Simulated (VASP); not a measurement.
Wanted: the native input for a VASP 6.6.1 run.

```yaml
Task: band structure
Functional: PBEsol
Potentials_or_basis: VASP PAW PBE potentials, release 64 (P, B)
Cutoff: 520 eV
k_mesh: 10 × 10 × 10
Occupations: fermi-dirac, width 0.05 eV
Spin: no spin polarisation
Further_INCAR_settings: ALGO = Normal; EDIFF = 1e-07; NBANDS = 11
```

The system is BP.

```
P B
1.0
     0.00000    2.26900    2.26900
     2.26900    0.00000    2.26900
     2.26900    2.26900    0.00000
P B
1 1
Cartesian
  3.4035 3.4035 3.4035
  0.0000 0.0000 0.0000
```

These files were run (other wordings do the same):

POSCAR

```
BP
1.0
    0.0000000000      2.2690000000      2.2690000000
    2.2690000000      0.0000000000      2.2690000000
    2.2690000000      2.2690000000      0.0000000000
P B
1 1
Direct
    0.7500000000      0.7500000000      0.7500000000
    0.0000000000      0.0000000000      0.0000000000
```

INCAR.step1

```
ALGO = Normal
EDIFF = 1E-7
ENCUT = 520
GGA = PS
ISIF = 2
ISMEAR = -1
LASPH = True
LCHARG = True
LREAL = False
LWAVE = False
NBANDS = 11
NELM = 60
PREC = Accurate
SIGMA = 0.05
```

KPOINTS.step1

```
k-points
0
Gamma
  10 10 10
```

INCAR.step2

```
ALGO = Normal
EDIFF = 1E-7
ENCUT = 520
GGA = PS
ICHARG = 11
ISIF = 2
ISMEAR = 0
LASPH = True
LCHARG = False
LREAL = False
LWAVE = False
NBANDS = 11
NELM = 60
PREC = Accurate
SIGMA = 0.05
```

KPOINTS.step2

```
path GXWKGLUWLK,UX
10
line-mode
reciprocal
 0.0000000000  0.0000000000  0.0000000000  G
 0.5000000000  0.0000000000  0.5000000000  X

 0.5000000000  0.0000000000  0.5000000000  X
 0.5000000000  0.2500000000  0.7500000000  W

 0.5000000000  0.2500000000  0.7500000000  W
 0.3750000000  0.3750000000  0.7500000000  K

 0.3750000000  0.3750000000  0.7500000000  K
 0.0000000000  0.0000000000  0.0000000000  G

 0.0000000000  0.0000000000  0.0000000000  G
 0.5000000000  0.5000000000  0.5000000000  L

 0.5000000000  0.5000000000  0.5000000000  L
 0.6250000000  0.2500000000  0.6250000000  U

 0.6250000000  0.2500000000  0.6250000000  U
 0.5000000000  0.2500000000  0.7500000000  W

 0.5000000000  0.2500000000  0.7500000000  W
 0.5000000000  0.5000000000  0.5000000000  L

 0.5000000000  0.5000000000  0.5000000000  L
 0.3750000000  0.3750000000  0.7500000000  K

 0.6250000000  0.2500000000  0.6250000000  U
 0.5000000000  0.0000000000  0.5000000000  X
```

Potentials or basis: VASP PAW PBE potentials, release 64 (P, B).

Command:

```console
$ cat potpaw_PBE.64/P/POTCAR potpaw_PBE.64/B/POTCAR > POTCAR
$ cp INCAR.step1 INCAR
$ cp KPOINTS.step1 KPOINTS
$ mpirun -np 1 vasp_std > vasp.out
$ cp INCAR.step2 INCAR
$ cp KPOINTS.step2 KPOINTS
$ mpirun -np 1 vasp_std > vasp.out
```

It gave:

* Band gap on the k mesh: 1.13 eV, indirect (least direct gap 3.36 eV)
* Band gap along the path: 1.14 eV, indirect (least direct gap 3.36 eV)

Caveat: the log is that of the step along the path at fixed density, whose energy, stress, charges and moments have no meaning.

It took 16 s on 1 thread of AMD EPYC 7R13 Processor (Zen 3), with other jobs on the host, peak memory 0.11 GiB.
